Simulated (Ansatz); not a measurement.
The system is CuAu.

```xyz
2
Lattice="2.8107 0.0000 0.0000 0.0000 2.8107 0.0000 0.0000 0.0000 3.6850" Properties=species:S:1:pos:R:3 pbc="T T T"
Au    0.0000    0.0000    0.0000
Cu    1.4054    1.4054    1.8425
```

Program: Ansatz 0.2.0. Alike in all runs: task projected density of states; potentials or basis Ansatz PAW; no spin polarisation; cell as given; k mesh 5 × 5 × 4; smearing fermi-dirac 0.05 eV; the mesh is coarse, so values aren't converged. Hardware: 2 threads of Arm Neoverse V2 (shared host).

**Question.** Order these runs on this cell by their wall time, lowest first.
A. level RPBE; cutoff (eV) 420
B. level r2SCAN; cutoff (eV) 500
C. level PBE0; cutoff (eV) 420

**Answer.** A (1.4 s), B (2.9 s), C (13 s).

Caveats: all runs use coarse meshes; the density of states is complete only up to the lowest level of the last band computed.
